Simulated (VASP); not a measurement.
A run of VASP 6.6.1 is set up as follows.

The input POSCAR:

```
Sn
1.0
   -1.8804419306      1.8804419306      1.8946518192
    1.8804419306     -1.8804419306      1.8946518192
    1.9088617078      1.9088617078     -1.8946518192
Sn
1
Direct
    0.0000000000      0.0000000000      0.0000000000
```

INCAR.step1

```
ALGO = Normal
EDIFF = 1E-4
ENCUT = 520
GGA = PE
ISMEAR = -1
LASPH = T
LCHARG = F
LREAL = F
LWAVE = T
NBANDS = 13
NELM = 100
PREC = Accurate
SIGMA = 0.08
```

File INCAR.step2:

```
ALGO = Normal
EDIFF = 1E-8
ENCUT = 520
ISIF = 2
ISMEAR = -1
ISTART = 1
LASPH = T
LCHARG = F
LEFG = T
LMIXTAU = T
LREAL = F
LWAVE = F
METAGGA = R2SCAN
NBANDS = 13
NELM = 100
PREC = Accurate
SIGMA = 0.08
```

The input KPOINTS:

```
k-points
0
Gamma
  14 14 14
```

Potentials or basis: VASP PAW PBE potentials, release 64 (Sn_d).

The run is started by

```sh
$ cat potpaw_PBE.64/Sn_d/POTCAR > POTCAR
$ cp INCAR.step1 INCAR
$ mpirun -np 1 vasp_std > vasp.out
$ cp INCAR.step2 INCAR
$ mpirun -np 1 vasp_std > vasp.out
```

(1) Predict the pressure.

(2) Predict the band gap on the k mesh.

Results:

(1) -0.5 GPa.

(2) none (metal or under the smearing width).

Caveat: the PAW data sets were made with another functional, which shifts forces and pressure a little.
